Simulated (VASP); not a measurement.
# BaTiO3 (Barioperovskite) (Amm2) in VASP: notebook

One crystal, BaTiO3 (Barioperovskite), is run at these levels: LDA, r2SCAN, PBEsol; tasks: band structure, equation of state.

All numbers are computed with VASP 6.6.1; they aren't measurements. Logs are shortened: lines on timing, memory, paths and dates and some standing lists are left out, and cuts for length are marked.

## Step 1: Starting point

It takes space group Amm2 (No. 38, orthorhombic). The conventional cell has a = 3.986 Å, b = 5.674 Å, c = 5.690 Å, α = 90.00°, β = 90.00°, γ = 90.00°. Ba (site symmetry mm2) is surrounded by 12 O at 2.77 to 2.92 Å. Around Ti (site symmetry mm2) lie 6 O at 1.93 to 2.09 Å. Around O (site symmetry m) lie 2 Ti at 1.93 to 2.09 Å. O (site symmetry mm2) is surrounded by 2 Ti at 2.00 Å.

## Step 2: Band structure, LDA

INCAR reads:

```
PREC = Accurate
ENCUT = 520
EDIFF = 1E-6
ISMEAR = 0
SIGMA = 0.02
LREAL = F
LASPH = T
NELM = 100
ALGO = Fast
ISIF = 2
LWAVE = F
LCHARG = F
LMAXMIX = 4
GGA = CA
NBANDS = 28
KPAR = 2
```

KPOINTS reads:

```
regular mesh
0
Gamma
  8 8 8
```

POSCAR reads:

```
BaTiO3
1.0
    3.9855000000      0.0000000000      0.0000000000
    0.0000000000      2.8369000000      2.8451500000
    0.0000000000     -2.8369000000      2.8451500000
Ba Ti O
1 1 3
Direct
    0.0000000000      0.0000000000      0.0000000000
    0.5000000000      0.5124000000      0.5124000000
    0.5000000000      0.9918400000      0.5052400000
    0.5000000000      0.5052400000      0.9918400000
    0.0000000000      0.4874000000      0.4874000000
```

KPOINTS_OPT reads:

```
path GXSRAZGYX1A1TY,ZT
20
line-mode
reciprocal
 0.0000000000  0.0000000000  0.0000000000  G
 0.0000000000  0.4985522663 -0.4985522663  X

 0.0000000000  0.4985522663 -0.4985522663  X
 0.0000000000  0.0000000000 -0.5000000000  S

 0.0000000000  0.0000000000 -0.5000000000  S
-0.5000000000  0.0000000000 -0.5000000000  R

-0.5000000000  0.0000000000 -0.5000000000  R
-0.5000000000  0.4985522663 -0.4985522663  A

-0.5000000000  0.4985522663 -0.4985522663  A
-0.5000000000  0.0000000000  0.0000000000  Z

-0.5000000000  0.0000000000  0.0000000000  Z
 0.0000000000  0.0000000000  0.0000000000  G

 0.0000000000  0.0000000000  0.0000000000  G
 0.0000000000 -0.5000000000 -0.5000000000  Y

 0.0000000000 -0.5000000000 -0.5000000000  Y
 0.0000000000 -0.4985522663 -0.5014477337  X1

 0.0000000000 -0.4985522663 -0.5014477337  X1
-0.5000000000 -0.4985522663 -0.5014477337  A1

-0.5000000000 -0.4985522663 -0.5014477337  A1
-0.5000000000 -0.5000000000 -0.5000000000  T

-0.5000000000 -0.5000000000 -0.5000000000  T
 0.0000000000 -0.5000000000 -0.5000000000  Y

-0.5000000000  0.0000000000  0.0000000000  Z
-0.5000000000 -0.5000000000 -0.5000000000  T
```

Potentials or basis: VASP PAW LDA potentials, release 64 (Ba_sv, Ti_sv, O).

Run with:

```console
$ cat potpaw_LDA.64/Ba_sv/POTCAR potpaw_LDA.64/Ti_sv/POTCAR potpaw_LDA.64/O/POTCAR > POTCAR
$ mpirun -np 2 vasp_std > vasp.out
```

OUTCAR:

```text
PREC = Accurate
   ENCUT = 520
   EDIFF = 1E-6
   ISMEAR = 0
   LREAL = F
   LASPH = T
   NELM = 100
   ISIF = 2
   GGA = CA

 ion  position               nearest neighbor table
   1  0.000  0.000  0.000-   5 2.77   4 2.81   3 2.81   3 2.81   4 2.81   5 2.84   5 2.84   4 2.84
                             3 2.84   3 2.84   4 2.84   5 2.92   2 3.42   2 3.42   2 3.47   2 3.47
   2  0.500  0.512  0.512-   3 1.93   4 1.93   5 2.00   5 2.00   3 2.09   4 2.09   1 3.42   1 3.42
                             1 3.47   1 3.47   1 3.47   1 3.47   1 3.53   1 3.53
   3  0.500  0.992  0.505-   2 1.93   2 2.09   1 2.81   1 2.81   1 2.84   1 2.84
   4  0.500  0.505  0.992-   2 1.93   2 2.09   1 2.81   1 2.81   1 2.84   1 2.84
   5  0.000  0.487  0.487-   2 2.00   2 2.00   1 2.77   1 2.84   1 2.84   1 2.92

  LATTYP: Found a base centered orthorhombic cell.
 ALAT       =     5.6738000000
 B/A-ratio  =     1.0029081039
 C/A-ratio  =     0.7024392823

  Lattice vectors:

 A1 = (   0.0000000000,   2.8369000000,  -2.8451500000)
 A2 = (   0.0000000000,   2.8369000000,   2.8451500000)
 A3 = (   3.9855000000,   0.0000000000,   0.0000000000)

Analysis of symmetry for initial positions (statically):
=====================================================================
 Subroutine PRICEL returns:
 Original cell was already a primitive cell.

 Routine SETGRP: Setting up the symmetry group for a
 base centered orthorhombic supercell.

 Subroutine GETGRP returns: Found  4 space group operations
 (whereof  4 operations were pure point group operations)
 out of a pool of  8 trial point group operations.

The static configuration has the point symmetry C_2v.

Analysis of symmetry for dynamics (positions and initial velocities):
=====================================================================
 Subroutine PRICEL returns:
 Original cell was already a primitive cell.

 Routine SETGRP: Setting up the symmetry group for a
 base centered orthorhombic supercell.

 Subroutine GETGRP returns: Found  4 space group operations
 (whereof  4 operations were pure point group operations)
 out of a pool of  8 trial point group operations.

The dynamic configuration has the point symmetry C_2v.

 Subroutine INISYM returns: Found  4 space group operations
 (whereof  4 operations are pure point group operations),
 and found     1 'primitive' translations

----------------------------------------------------------------------------------------

                                     Primitive cell

  volume of cell :      64.3372

  direct lattice vectors                    reciprocal lattice vectors
     3.985500000  0.000000000  0.000000000     0.250909547  0.000000000  0.000000000
     0.000000000  2.836900000  2.845150000     0.000000000  0.176248722  0.175737659
     0.000000000 -2.836900000  2.845150000     0.000000000 -0.176248722  0.175737659

  length of vectors
     3.985500000  4.017820321  4.017820321     0.250909547  0.248892219  0.248892219

  position of ions in fractional coordinates (direct lattice)
     0.000000000  0.000000000  0.000000000
     0.500000000  0.512400000  0.512400000
     0.500000000  0.991840000  0.505240000
     0.500000000  0.505240000  0.991840000
     0.000000000  0.487400000  0.487400000

  ion indices of the primitive-cell ions
   primitive index   ion index
                 1           1
                 2           2
                 3           3
                 4           4
                 5           5

----------------------------------------------------------------------------------------

 KPOINTS: regular mesh

Automatic generation of k-mesh.
 Grid dimensions read from file:
 generate k-points for:    8    8    8

 Generating k-lattice:

  Cartesian coordinates                     Fractional coordinates (reciprocal lattice)
     0.031363693  0.000000000  0.000000000     0.125000000  0.000000000  0.000000000
     0.000000000  0.022031090  0.021967207     0.000000000  0.125000000  0.000000000
     0.000000000 -0.022031090  0.021967207     0.000000000  0.000000000  0.125000000

  Length of vectors
     0.031363693  0.031111527  0.031111527

  Shift w.r.t. Gamma in fractional coordinates (k-lattice)
     0.000000000  0.000000000  0.000000000

 Subroutine IBZKPT returns following result:
 ===========================================

 Found    105 irreducible k-points:

 Following reciprocal coordinates:
            Coordinates               Weight
  0.000000  0.000000  0.000000      1.000000
  0.125000  0.000000  0.000000      2.000000
  0.250000  0.000000  0.000000      2.000000
  0.375000  0.000000  0.000000      2.000000
  0.500000  0.000000  0.000000      1.000000
  0.000000  0.125000  0.000000      4.000000
[... 16 lines left out ...]
  0.250000  0.500000  0.000000      4.000000
  0.375000  0.500000  0.000000      4.000000
 [... further k-points ...]
   k-points           NKPTS =    105   k-points in BZ     NKDIM =    105   number of bands    NBANDS=     28
   number of dos      NEDOS =    301   number of ions     NIONS =      5
   total plane-waves  NPLWV =  27000
   dimension x,y,z NGX =    30 NGY =   30 NGZ =   30
   dimension x,y,z NGXF=    60 NGYF=   60 NGZF=   60
   ions per type =               1   1   3
   NGX,Y,Z   is equivalent  to a cutoff of  12.51, 12.41, 12.41 a.u.
   NGXF,Y,Z  is equivalent  to a cutoff of  25.03, 24.83, 24.83 a.u.
 SYSTEM =  unknown system
   PREC   = accura    normal or accurate (medium, high low for compatibility)
   ISTART =      0    job   : 0-new  1-cont  2-samecut
   ICHARG =      2    charge: 1-file 2-atom 10-const
   ISPIN  =      1    spin polarized calculation?
   LNONCOLLINEAR =      F non collinear calculations
   LSORBIT =      F    spin-orbit coupling
   LASPH  =      T    aspherical Exc in radial PAW
   ENCUT  =  520.0 eV  38.22 Ry    6.18 a.u.   7.41  7.47  7.47*2*pi/ulx,y,z
   NELM   =    100;   NELMIN=  2; NELMDL= -5     # of ELM steps
   EDIFF  = 0.1E-05   stopping-criterion for ELM
   LREAL  =      F    real-space projection
   EDIFFG = 0.1E-04   stopping-criterion for IOM
   NSW    =      0    number of steps for IOM
   IBRION =     -1    ionic relax: 0-MD 1-quasi-New 2-CG
   NFREE  =      0    steps in history (QN), initial steepest desc. (CG)
   ISIF   =      2    stress and relaxation
   ISYM   =      2    0-nonsym 1-usesym 2-fastsym
   POTIM  = 0.5000    time-step for ionic-motion
   TEBEG  =    0.0;   TEEND  =   0.0 temperature during run
   PSTRESS=    0.0 pullay stress
   NELECT =      40.0000    total number of electrons
   NUPDOWN=      -1.0000    fix difference up-down
   EMIN   =  10.00;   EMAX   =-10.00  energy-range for DOS
   EFERMI =   0.00;   METHOD = LEGACY
   ISMEAR =     0;   SIGMA  =   0.02  broadening in eV -4-tet -1-fermi 0-gaus
   EFERMI_NEDOS =   21; number of points for ismear=-14 and -15
   IALGO  =     68    algorithm
   IMIX   =      4    mixing-type and parameters
     AMIX     =   0.40;   BMIX     =  1.00
     AMIX_MAG =   1.60;   BMIX_MAG =  1.00
  volume/ion in A,a.u.               =      12.87        86.83
  Fermi-wavevector in a.u.,A,eV,Ry     =   1.397250  2.640420 26.562762  1.952308
  Thomas-Fermi vector in A             =   2.520525
   LORBIT       =      0    0 simple, 1 ext, 2 COOP (PROOUT), +10 PAW based schemes
   GGA     = CA    functional components
   LHFCALC =     F    Hartree Fock is set to
   AEXX    =    0.0000 exact exchange contribution
   IVDW    =     0    specifies the selected vdW correction
   LEPSILON=     F    determine dielectric tensor
   LRPA    =     F    only Hartree local field effects (RPA)
 non-spin polarized calculation
 RMM-DIIS sequential band-by-band and
 Gauss-broadening in eV      SIGMA  =   0.02
  energy-cutoff  :      520.00
  volume of cell :       64.34
 maximum number of plane-waves:      1761
 NGX is ok and might be reduce to    30
   NGX = 15   NGY = 15   NGZ = 15

 number of electron      39.9999995 magnetization

 Free energy of the ion-electron system (eV)
  ---------------------------------------------------
  ext. energy  EPLUGINS =         0.00000000
  ---------------------------------------------------
  free energy    TOTEN  =       -44.10155186 eV

  energy without entropy =      -44.10155186  energy(sigma->0) =      -44.10155186

 E-fermi :   3.5910     XC(G=0): -11.7160

 val. band max:        3.4954066894   @ k =   0.5000   0.5000   0.5000
 cond. band min:       5.2560805377   @ k =   0.0000   0.0000   0.0000
 fundamental gap:      1.7606738484
 Fermi energy:         3.5910166626

 k-point     1 :       0.0000    0.0000    0.0000
  band No.  band energies     occupation
      1     -52.3261      2.00000
      2     -28.9560      2.00000
      3     -28.9540      2.00000
      4     -28.9392      2.00000
      5     -21.1777      2.00000
      6     -13.0755      2.00000
[... 20 lines left out ...]
     27       8.4282      0.00000
     28      10.6377      0.00000

 k-point     2 :       0.1250    0.0000    0.0000
  band No.  band energies     occupation
      1     -52.3259      2.00000
      2     -28.9557      2.00000
      3     -28.9538      2.00000
      4     -28.9475      2.00000
      5     -21.1596      2.00000
      6     -13.0843      2.00000
[... 20 lines left out ...]
     27       8.7316      0.00000
     28      11.0214      0.00000

 k-point     3 :       0.2500    0.0000    0.0000
  band No.  band energies     occupation
      1     -52.3255      2.00000
      2     -28.9675      2.00000
      3     -28.9549      2.00000
      4     -28.9528      2.00000
      5     -21.1155      2.00000
      6     -13.1549      2.00000
[... 20 lines left out ...]
     27      11.9814      0.00000
     28      12.1052      0.00000

 k-point     4 :       0.3750    0.0000    0.0000
  band No.  band energies     occupation
      1     -52.3251      2.00000
      2     -28.9873      2.00000
      3     -28.9541      2.00000
      4     -28.9520      2.00000
      5     -21.0704      2.00000
      6     -13.2696      2.00000
[... 578 lines left out ...]
     27      11.8994      0.00000
     28      12.8353      0.00000

 k-point    23 :       0.2500    0.5000    0.0000
  band No.  band energies     occupation
      1     -52.3245      2.00000
      2     -29.0050      2.00000
      3     -28.9646      2.00000
      4     -28.9518      2.00000
      5     -21.0176      2.00000
      6     -13.0526      2.00000
[... 20 lines left out ...]
     27      12.1204      0.00000
     28      12.5478      0.00000

 k-point    24 :       0.3750    0.5000    0.0000
  band No.  band energies     occupation
      1     -52.3241      2.00000
      2     -29.0036      2.00000
      3     -28.9839      2.00000
      4     -28.9510      2.00000
      5     -20.9884      2.00000
      6     -12.8226      2.00000
[... 20 lines left out ...]
     27      13.1022      0.00000
     28      13.4315      0.00000

 [... further k-points ...]
[... 5 lines left out ...]
  --------------------------------------------------------------------------------------
  -------------------------------------------------------------------------------------
  Total       -2.6235012     -2.5521724     -2.8055066      0.0000000      0.0000000      0.0000000
  in kB      -65.3325847    -63.5562974    -69.8650336      0.0000000      0.0000000      0.0000000
  external PRESSURE =     -66.2513052 kB  Pullay stress =       0.0000000 kB

 VOLUME and BASIS-vectors are now :
 -----------------------------------------------------------------------------
  energy-cutoff  :      520.00
  volume of cell :       64.34
      direct lattice vectors                 reciprocal lattice vectors
     3.985500000  0.000000000  0.000000000     0.250909547  0.000000000  0.000000000
     0.000000000  2.836900000  2.845150000     0.000000000  0.176248722  0.175737659
     0.000000000 -2.836900000  2.845150000     0.000000000 -0.176248722  0.175737659

 POSITION                                       TOTAL-FORCE (eV/Angst)
 -----------------------------------------------------------------------------------
      0.00000      0.00000      0.00000         0.000000      0.000000      0.161775
      1.99275      0.00000      2.91571         0.000000      0.000000      0.193732
      1.99275      1.38044      4.25942         0.000000     -0.035910     -0.293055
      1.99275     -1.38044      4.25942         0.000000      0.035910     -0.293055
      0.00000      0.00000      2.77345         0.000000      0.000000      0.230604
 -----------------------------------------------------------------------------------
    total drift:                                0.000000      0.000001      0.002217

  FREE ENERGIE OF THE ION-ELECTRON SYSTEM (eV)
  ---------------------------------------------------
  free  energy   TOTEN  =       -44.1015518598 eV

  energy  without entropy=      -44.1015518598  energy(sigma->0) =      -44.10155186
```

It took 3.9 min on 2 MPI ranks of Intel Xeon 6975P-C (Granite Rapids), shared host; peak memory 0.37 GiB.

What came out:

```
Free energy             : -44.1016 eV
Pressure                : -6.6 GPa
Largest force           : 0.295 eV/Å
Band gap on the k mesh  : 1.76 eV, indirect (least direct gap 1.96 eV)
Band gap along the path : 1.76 eV, indirect (least direct gap 1.96 eV)
```

Forces on the atoms (eV/Å):
```
Ba   0.000  0.000  0.162
Ti   0.000  0.000  0.194
O    0.000 -0.036 -0.293
O    0.000  0.036 -0.293
O    0.000  0.000  0.231
```

Levels at the corners of the path, in eV from the valence-band top:
| point | band 18 | band 19 | band 20 | band 21 | band 22 | band 23 |
| --- | --- | --- | --- | --- | --- | --- |
| Γ | -0.36 | -0.25 | -0.20 | 1.76 | 1.83 | 1.99 |
| X | -0.91 | -0.87 | -0.14 | 3.51 | 3.57 | 3.91 |
| X | -0.91 | -0.87 | -0.14 | 3.51 | 3.57 | 3.91 |
| S | -1.72 | -0.83 | -0.75 | 2.02 | 3.50 | 3.53 |
| S | -1.72 | -0.83 | -0.75 | 2.02 | 3.50 | 3.53 |
| R | -0.89 | -0.88 | -0.09 | 3.52 | 3.54 | 3.91 |
| R | -0.89 | -0.88 | -0.09 | 3.52 | 3.54 | 3.91 |
| A | -0.05 | -0.01 | 0.00 | 4.13 | 4.18 | 4.19 |
| A | -0.05 | -0.01 | 0.00 | 4.13 | 4.18 | 4.19 |
| Z | -1.76 | -0.84 | -0.78 | 1.97 | 3.48 | 3.56 |
| Z | -1.76 | -0.84 | -0.78 | 1.97 | 3.48 | 3.56 |
| Γ | -0.36 | -0.25 | -0.20 | 1.76 | 1.83 | 1.99 |
| Γ | -0.36 | -0.25 | -0.20 | 1.76 | 1.83 | 1.99 |
| Y | -0.91 | -0.87 | -0.14 | 3.51 | 3.57 | 3.91 |
| Y | -0.91 | -0.87 | -0.14 | 3.51 | 3.57 | 3.91 |
| X1 | -0.91 | -0.87 | -0.14 | 3.51 | 3.57 | 3.91 |
| X1 | -0.91 | -0.87 | -0.14 | 3.51 | 3.57 | 3.91 |
| A1 | -0.05 | -0.01 | 0.00 | 4.13 | 4.18 | 4.19 |
| A1 | -0.05 | -0.01 | 0.00 | 4.13 | 4.18 | 4.19 |
| T | -0.05 | -0.01 | 0.00 | 4.13 | 4.18 | 4.19 |
| T | -0.05 | -0.01 | 0.00 | 4.13 | 4.18 | 4.19 |
| Y | -0.91 | -0.87 | -0.14 | 3.51 | 3.57 | 3.91 |
| Z | -1.76 | -0.84 | -0.78 | 1.97 | 3.48 | 3.56 |
| T | -0.05 | -0.01 | 0.00 | 4.13 | 4.18 | 4.19 |

Caveat: spin-orbit coupling is left out, which moves the levels of the heavy elements. A hybrid or GW would open this gap; LDA tends to underestimate it.

## Step 3: Band structure, r2SCAN

INCAR, as its differences from that of step 2:

```diff
@@ -8,3 +8,3 @@
 NELM = 100
-ALGO = Fast
+ALGO = Normal
 ISIF = 2
@@ -13,3 +13,4 @@
 LMAXMIX = 4
-GGA = CA
+METAGGA = R2SCAN
+LMIXTAU = T
 NBANDS = 28
```

KPOINTS is that of step 2.

POSCAR is that of step 2.

KPOINTS_OPT is that of step 2.

Potentials or basis: VASP PAW PBE potentials, release 64 (Ba_sv, Ti_sv, O).

Run with:

```console
$ cat potpaw_PBE.64/Ba_sv/POTCAR potpaw_PBE.64/Ti_sv/POTCAR potpaw_PBE.64/O/POTCAR > POTCAR
$ mpirun -np 2 vasp_std > vasp.out
```

It took 7.5 min on 2 MPI ranks of Intel Xeon 6975P-C (Granite Rapids), shared host; peak memory 0.38 GiB.

It converged, with:

| Quantity | Value |
| --- | --- |
| Free energy | -74.2346 eV |
| Pressure | 1.1 GPa |
| Largest force | 0.272 eV/Å |
| Band gap on the k mesh | 2.24 eV, indirect (least direct gap 2.46 eV) |
| Band gap along the path | 2.24 eV, indirect (least direct gap 2.46 eV) |

Forces in eV/Å, atoms in the order of the input:
```
Ba   0.000  0.000  0.162
Ti   0.000  0.000  0.113
O    0.000  0.014 -0.272
O    0.000 -0.014 -0.272
O    0.000  0.000  0.269
```

Stress tensor (GPa, compression positive):
```
1.23 0.00 0.00
0.00 1.34 0.00
0.00 0.00 0.68
```

Levels at the corners of the path, in eV from the valence-band top:
```
point  band 17  band 18  band 19  band 20  band 21  band 22  band 23  band 24
    Γ    -1.12    -0.35    -0.26    -0.22     2.24     2.30     2.44     4.29
    X    -1.71    -0.93    -0.89    -0.14     3.90     3.97     4.34     5.21
    X    -1.71    -0.93    -0.89    -0.14     3.90     3.97     4.34     5.21
    S    -1.84    -1.68    -0.84    -0.78     2.48     3.90     3.93     4.32
    S    -1.84    -1.68    -0.84    -0.78     2.48     3.90     3.93     4.32
    R    -1.78    -0.91    -0.90    -0.09     3.92     3.93     4.34     5.09
    R    -1.78    -0.91    -0.90    -0.09     3.92     3.93     4.34     5.09
    A    -2.41    -0.05    -0.01     0.00     4.54     4.58     4.60     7.26
    A    -2.41    -0.05    -0.01     0.00     4.54     4.58     4.60     7.26
    Z    -1.81    -1.73    -0.86    -0.81     2.43     3.87     3.96     4.27
    Z    -1.81    -1.73    -0.86    -0.81     2.43     3.87     3.96     4.27
    Γ    -1.12    -0.35    -0.26    -0.22     2.24     2.30     2.44     4.29
    Γ    -1.12    -0.35    -0.26    -0.22     2.24     2.30     2.44     4.29
    Y    -1.71    -0.93    -0.89    -0.14     3.90     3.97     4.34     5.21
    Y    -1.71    -0.93    -0.89    -0.14     3.90     3.97     4.34     5.21
   X1    -1.71    -0.93    -0.89    -0.14     3.90     3.97     4.34     5.21
   X1    -1.71    -0.93    -0.89    -0.14     3.90     3.97     4.34     5.21
   A1    -2.41    -0.05    -0.01     0.00     4.54     4.58     4.60     7.26
   A1    -2.41    -0.05    -0.01     0.00     4.54     4.58     4.60     7.26
    T    -2.41    -0.05    -0.01     0.00     4.54     4.58     4.60     7.26
    T    -2.41    -0.05    -0.01     0.00     4.54     4.58     4.60     7.26
    Y    -1.71    -0.93    -0.89    -0.14     3.90     3.97     4.34     5.21
    Z    -1.81    -1.73    -0.86    -0.81     2.43     3.87     3.96     4.27
    T    -2.41    -0.05    -0.01     0.00     4.54     4.58     4.60     7.26
```

Caveat: the PAW data sets were made with another functional, which shifts forces and pressure a little; spin-orbit coupling is left out, which moves the levels of the heavy elements. r2SCAN opens gaps a little over a GGA but as a rule still falls short of measured ones.

(Continued in part 2 of 3.)
